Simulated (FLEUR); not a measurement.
AgCl (Chlorargyrite):

```
Ag Cl
1.0
     0.00000    2.73500    2.73500
     2.73500    0.00000    2.73500
     2.73500    2.73500    0.00000
Ag Cl
1 1
Cartesian
  0.0000 0.0000 0.0000
  2.7350 2.7350 2.7350
```

Base run:

```yaml
Program: FLEUR MaX-R8.1 (later development tree)
Functional: BLYP
Potentials_or_basis: all-electron
Basis: FLAPW
Kmax: 4.78 1/bohr
k_mesh: 8 × 8 × 8
Occupations: fermi-dirac, width 0.05 eV
Spin: no spin polarisation
```

Its results: band gap on the k mesh 0.96 eV, indirect (least direct gap 3.36 eV).

After a change of settings the same cell gave: band gap on the k mesh 0.85 eV, indirect (least direct gap 3.29 eV). Which change was it?
A. functional from BLYP to AM05
B. functional from BLYP to LDA
C. functional from BLYP to RPBE
D. functional from BLYP to r2SCAN; lmax from Ag 11, Cl 8 to Ag 10, Cl 8

A.

Not every run made on this cell is shown here.
